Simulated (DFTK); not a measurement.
**Cd in DFTK: convergence with cutoff**

The system is Cd.

```
Cd
1.0
    -1.78432    1.78432    1.78432
     1.78432   -1.78432    1.78432
     1.78432    1.78432   -1.78432
Cd
1
Direct
  0.00000 0.00000 0.00000
```

This isn't the form of Cd at room conditions, which is hcp.

```yaml
Program: DFTK 0.8.2
Task: convergence study
Functional: PBE
Potentials_or_basis: in-house norm-conserving set (PBE, scalar relativistic)
Cutoff: 381 eV
k_mesh: 6 × 6 × 6
Occupations: fermi-dirac, width 0.15 eV
Spin: no spin polarisation
```

These are the settings of the first run; the series varies cutoff, with any setting tied to it.

Hardware: 1 thread of AMD EPYC 9R45 96-Core Processor (Zen 5), on a shared host.

| cutoff | energy less the tightest run, at zero smearing (meV/atom) | pressure (GPa) | SCF cycles |
| --- | --- | --- | --- |
| 380.959 eV | 50130.93 | -928.96 | 9 |
| 489.805 eV | 15556.08 | -412.43 | 9 |
| 571.439 eV | 5788.53 | -199.69 | 9 |
| 734.707 eV | 510.77 | -28.85 | 10 |
| 897.976 eV | 16.82 | -0.14 | 10 |
| 1061.24 eV | 1.68 | 1.60 | 9 |
| 1278.93 eV | 0.48 | 1.62 | 11 |
| 1551.05 eV | 0.00 | 1.60 | 11 |

Against the tightest run, the energy stays within 1 meV/atom from 1278.93 eV on; the pressure stays within 0.1 GPa from 1061.24 eV on. The tightest run that finished is the yardstick and may itself not be fully converged.

Caveat, for the tightest run too: the k mesh is coarse (spacing up to 0.41 Å⁻¹), so the values aren't converged.
